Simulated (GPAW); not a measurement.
The system is ZnSe (Stilleite).

```
CELL_PARAMETERS angstrom
0.00000 2.83380 2.83380
2.83380 0.00000 2.83380
2.83380 2.83380 0.00000
ATOMIC_POSITIONS crystal
Se 0.75000 0.75000 0.75000
Zn 0.00000 0.00000 0.00000
```

```yaml
Program: GPAW 26.7.0
Task: single point
Functional: PBE
Potentials_or_basis: GPAW PAW data sets (gpaw-data 1.2.1)
Cutoff: 600 eV
Basis: pw
k_mesh: 8 × 8 × 8
Occupations: fermi-dirac, width 0.05 eV
Spin: no spin polarisation
```

On this cell: pressure 2.1 GPa; largest force zero by symmetry; band gap on the k mesh 1.30 eV, direct.

The same run follows on a disturbed copy (atoms moved at random, drawn with an rms of 0.05 Å):

```xyz
2
Lattice="0.0000 2.8338 2.8338 2.8338 0.0000 2.8338 2.8338 2.8338 0.0000" Properties=species:S:1:pos:R:3 pbc="T T T"
Se    4.2541    4.2451    4.2554
Zn   -0.0022   -0.0038   -0.0506
```

Question: What changes?

Answer: The energy moves by +4.4 meV/atom; pressure 2.2 GPa; largest force 0.317 eV/Å; band gap on the k mesh 1.24 eV, direct.

Forces in eV/Å, atoms in the order of the input:
```
Se  -0.030  0.004 -0.316
Zn   0.030 -0.004  0.316
```

Stress tensor (GPa, compression positive):
```
 2.20  1.14 -0.02
 1.14  2.20  0.11
-0.02  0.11  2.12
```

